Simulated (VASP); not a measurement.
# ZnO (zincite) (P6_3mc) in VASP: notebook, part 2 of 2

VASP 6.6.1.

### Step 4. Equation of state, r2SCAN, 11.42 Å³/atom (volume scaled by 0.96)

INCAR reads:

```
SYSTEM = ZnO
ALGO     = Normal         ! electronic algorithm
EDIFF    = 1E-6           ! SCF threshold, eV
ENCUT    = 520            ! plane-wave cutoff, eV
ISIF     = 2              ! what is computed and relaxed
ISMEAR   = -1             ! smearing method
LASPH    = .TRUE.         ! aspherical terms in the spheres
LCHARG   = .FALSE.        ! write CHGCAR
LMIXTAU  = .TRUE.       
LREAL    = .FALSE.        ! projectors in reciprocal space
LWAVE    = .FALSE.        ! write WAVECAR
METAGGA  = R2SCAN         ! meta-GGA
NELM     = 80             ! most SCF steps
PREC     = Accurate       ! precision mode
SIGMA    = 0.05           ! smearing width, eV
```

KPOINTS reads:

```
k-points
0
G
  9 9 5
  0 0 0
```

POSCAR reads:

```
ZnO
1.0
    3.2053930491      0.0000000000      0.0000000000
   -1.6026965246      2.7759518096      0.0000000000
    0.0000000000      0.0000000000      5.1353529565
Zn O
2 2
Direct
    0.6666666667      0.3333333333      0.0000000000
    0.3333333333      0.6666666667      0.5000000000
    0.3333333333      0.6666666667      0.8790100000
    0.6666666667      0.3333333333      0.3790100000
```

On the command line:

```sh
> cat potpaw_PBE.64/Zn/POTCAR potpaw_PBE.64/O/POTCAR > POTCAR
> mpirun -np 1 vasp_std > vasp.out
```

Run time: 3.5 min. Hardware: 1 thread of Intel Xeon Platinum 8375C at 2.90GHz (Ice Lake), shared host; peak memory 0.18 GiB.

It converged, with:

```yaml
Free_energy: -36.2799 eV
Pressure: 6.5 GPa
Largest_force: 0.088 eV/Å
Band_gap_on_the_k_mesh: 1.29 eV, direct
```

Caveat: the PAW data sets were made with another functional, which shifts forces and pressure a little.

### Step 5. Equation of state, r2SCAN, 11.66 Å³/atom (volume scaled by 0.98)

INCAR reads:

```
PREC = Accurate
ENCUT = 520
EDIFF = 1E-7
ISMEAR = -1
SIGMA = 0.05
LREAL = F
LASPH = T
NELM = 80
ALGO = Normal
ISIF = 2
LWAVE = F
LCHARG = F
METAGGA = R2SCAN
LMIXTAU = T
```

KPOINTS reads:

```
regular mesh
0
Gamma
  9 9 5
```

POSCAR reads:

```
ZnO
1.0
    3.2274999067      0.0000000000      0.0000000000
   -1.6137499533      2.7950969099      0.0000000000
    0.0000000000      0.0000000000      5.1707703030
Zn O
2 2
Direct
    0.6666666667      0.3333333333      0.0000000000
    0.3333333333      0.6666666667      0.5000000000
    0.3333333333      0.6666666667      0.8790100000
    0.6666666667      0.3333333333      0.3790100000
```

On the command line:

```sh
> cat potpaw_PBE.64/Zn/POTCAR potpaw_PBE.64/O/POTCAR > POTCAR
> mpirun -np 1 vasp_std > vasp.out
```

Wall time 3.8 min (1 thread of Intel Xeon Platinum 8375C at 2.90GHz (Ice Lake), shared host); peak memory 0.18 GiB.

The run converged. Its results:

```yaml
Free_energy: -36.3084 eV
Pressure: 3.0 GPa
Largest_force: 0.085 eV/Å
Band_gap_on_the_k_mesh: 1.26 eV, direct
```

Caveat: the PAW data sets were made with another functional, which shifts forces and pressure a little.

### Step 6. Equation of state, r2SCAN, 12.14 Å³/atom (volume scaled by 1.02)

Edit INCAR of step 5 so:

```diff
@@ -2,3 +2,3 @@
 ENCUT = 520
-EDIFF = 1E-7
+EDIFF = 1E-6
 ISMEAR = -1
```

KPOINTS is that of step 5.

POSCAR reads:

```
ZnO
1.0
    3.2708272232      0.0000000000      0.0000000000
   -1.6354136116      2.8326194666      0.0000000000
    0.0000000000      0.0000000000      5.2401848988
Zn O
2 2
Direct
    0.6666666667      0.3333333333      0.0000000000
    0.3333333333      0.6666666667      0.5000000000
    0.3333333333      0.6666666667      0.8790100000
    0.6666666667      0.3333333333      0.3790100000
```

Potentials or basis: VASP PAW PBE potentials, release 64 (Zn, O).

On the command line:

```sh
> cat potpaw_PBE.64/Zn/POTCAR potpaw_PBE.64/O/POTCAR > POTCAR
> mpirun -np 1 vasp_std > vasp.out
```

Wall time 3.6 min (1 thread of Intel Xeon Platinum 8375C at 2.90GHz (Ice Lake), shared host); peak memory 0.18 GiB.

It converged, with:

```
Free energy            : -36.3079 eV
Pressure               : -3.0 GPa
Largest force          : 0.085 eV/Å
Band gap on the k mesh : 1.20 eV, direct
```

Caveat: the PAW data sets were made with another functional, which shifts forces and pressure a little.

### Step 7. Equation of state, r2SCAN, 12.38 Å³/atom (volume scaled by 1.04)

INCAR reads:

```
SYSTEM = ZnO
ALGO = Normal
EDIFF = 1E-7
ENCUT = 520
ISIF = 2
ISMEAR = -1
LASPH = .True.
LCHARG = .False.
LMIXTAU = .True.
LREAL = .False.
LWAVE = .False.
METAGGA = R2SCAN
NELM = 80
PREC = Accurate
SIGMA = 0.05
```

KPOINTS reads:

```
k-points
0
Gamma
  9 9 5
  0 0 0
```

POSCAR reads:

```
ZnO
1.0
    3.2920669561      0.0000000000      0.0000000000
   -1.6460334781      2.8510136149      0.0000000000
    0.0000000000      0.0000000000      5.2742130269
Zn O
2 2
Direct
    0.6666666667      0.3333333333      0.0000000000
    0.3333333333      0.6666666667      0.5000000000
    0.3333333333      0.6666666667      0.8790100000
    0.6666666667      0.3333333333      0.3790100000
```

On the command line:

```sh
> cat potpaw_PBE.64/Zn/POTCAR potpaw_PBE.64/O/POTCAR > POTCAR
> mpirun -np 1 vasp_std > vasp.out
```

It took 3.9 min on 1 thread of Intel Xeon Platinum 8375C at 2.90GHz (Ice Lake), shared host; peak memory 0.18 GiB.

The run converged. Its results:

| Property | Result |
| --- | --- |
| Free energy | -36.2827 eV |
| Pressure | -5.5 GPa |
| Largest force | 0.076 eV/Å |
| Band gap on the k mesh | 1.17 eV, direct |

Caveat: the PAW data sets were made with another functional, which shifts forces and pressure a little.

### Step 8. Equation of state, r2SCAN, 12.61 Å³/atom (volume scaled by 1.06)

Edit INCAR of step 7 so:

```diff
@@ -2,3 +2,3 @@
 ALGO = Normal
-EDIFF = 1E-7
+EDIFF = 1E-6
 ENCUT = 520
@@ -12,3 +12,3 @@
 METAGGA = R2SCAN
-NELM = 80
+NELM = 100
 PREC = Accurate
```

KPOINTS is that of step 7.

POSCAR reads:

```
ZnO
1.0
    3.3130361008      0.0000000000      0.0000000000
   -1.6565180504      2.8691734269      0.0000000000
    0.0000000000      0.0000000000      5.3078076462
Zn O
2 2
Direct
    0.6666666667      0.3333333333      0.0000000000
    0.3333333333      0.6666666667      0.5000000000
    0.3333333333      0.6666666667      0.8790100000
    0.6666666667      0.3333333333      0.3790100000
```

On the command line:

```sh
> cat potpaw_PBE.64/Zn/POTCAR potpaw_PBE.64/O/POTCAR > POTCAR
> mpirun -np 1 vasp_std > vasp.out
```

It took 4.4 min on 1 thread of Intel Xeon Platinum 8375C at 2.90GHz (Ice Lake), shared host; peak memory 0.19 GiB.

Results (log left out):

```
Free energy            : -36.2435 eV
Pressure               : -7.8 GPa
Largest force          : 0.064 eV/Å
Band gap on the k mesh : 1.14 eV, direct
```

Caveat: the PAW data sets were made with another functional, which shifts forces and pressure a little.

### Step 9. Equation of state, r2SCAN

Potentials or basis: VASP PAW PBE potentials, release 64 (Zn, O).

No new run: the results of the series are fitted here.

Results:

| Item | Value |
| --- | --- |
| Equilibrium volume | 11.89 Å³/atom |
| Bulk modulus at fixed shape and positions | 150 GPa |
| Pressure derivative of the bulk modulus | 4.6 |

Energy against volume, from the lowest point:
```csv
volume (Å³/atom),energy (meV/atom)
11.186,21.99
11.424,9.28
11.662,2.16
11.900,0.00
12.138,2.28
12.376,8.58
12.614,18.39
```

Caveat: the cell was scaled at fixed shape and fractional positions, which overstates the stiffness of a crystal with free parameters, most of all of layers and chains; the PAW data sets were made with another functional, which shifts forces and pressure a little.

### Step 10. The reference run

An earlier run on the cell as given: functional PBE; potentials or basis VASP PAW PBE potentials, release 64 (Zn, O); cutoff 520 eV; k mesh 9 × 9 × 5; occupations fermi-dirac, width 0.05 eV; no spin polarisation.

* Pressure: 6.0 GPa
* Largest force: 0.074 eV/Å
* Band gap on the k mesh: 0.79 eV, direct

### Step 11. Overview

| task | level | gap on the mesh (eV) | pressure (GPa) | largest force (eV/Å) |
| --- | --- | --- | --- | --- |
| band structure | LAK | 1.47 | 5.8 | 0.14 |
| equation of state | r2SCAN | - | - | - |
| single point | PBE | 0.79 | 6.0 | 0.07 |

Alike in all rows: potentials or basis VASP PAW PBE potentials, release 64 (Zn, O); no spin polarisation; cell as given; k mesh 9 × 9 × 5; cutoff (eV) 520; smearing fermi-dirac 0.05 eV.

Caveats: the PAW data sets were made with another functional, which shifts forces and pressure a little (some runs); the cell was scaled at fixed shape and fractional positions, which overstates the stiffness of a crystal with free parameters, most of all of layers and chains (some runs).

Total energies depend on the potentials used, so only differences within one code and one set of settings carry meaning.

### Step 12. Comparison with measurements

Step 2. A measured gap of ZnO is 3.37 eV (quoted in “Electronic structure of alkaline earth and post-transition metal oxides”, 2009, arxiv:0908.1581); the calculated 1.47 eV misses it by -1.90 eV. So large a miss can be the level of theory's own, or it may mean another phase, state or a wrong row. The value is that of LAK, without temperature or zero-point motion.
